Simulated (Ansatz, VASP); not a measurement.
## TiAl3: VASP beside Ansatz

```xyz
4
Lattice="3.9557 0.0000 0.0000 0.0000 3.9557 0.0000 0.0000 0.0000 3.9557" Properties=species:S:1:pos:R:3 pbc="T T T"
Ti   -0.0010   -0.0513    0.0186
Al    0.0044    2.0074    2.0149
Al    2.0141   -0.0415    2.0008
Al    1.9991    2.0013   -0.0044
```

Change from the starting cell: atoms moved at random, drawn with an rms of 0.05 Å.

Alike in both runs: task single point; functional PBEsol; k mesh 7 × 7 × 7; occupations fermi-dirac, width 0.05 eV; no spin polarisation.

|  | VASP | Ansatz |
| --- | --- | --- |
| version | VASP 6.6.1 | Ansatz 0.2.0 |
| potentials or method | VASP PAW PBE potentials, release 64 (Ti_sv, Al), cutoff 520 eV | all-electron LAPW, scalar-relativistic |

```csv
,VASP,Ansatz,Ansatz less VASP
gap on the k mesh at the Fermi level (eV),none,none,-
pressure (GPa),-0.2,-0.3,-0.07
rms of the force components (eV/Å),0.342,0.340,-0.0019
```

Atom by atom the forces differ by 0.002 eV/Å (rms over components). A gap of «none» marks a metal or a gap that the smearing closes. Ansatz ran all-electron here, so the differences hold the error of VASP's frozen core and of both bases.

Caveats: the PAW data sets were made with another functional, which shifts forces and pressure a little (VASP).
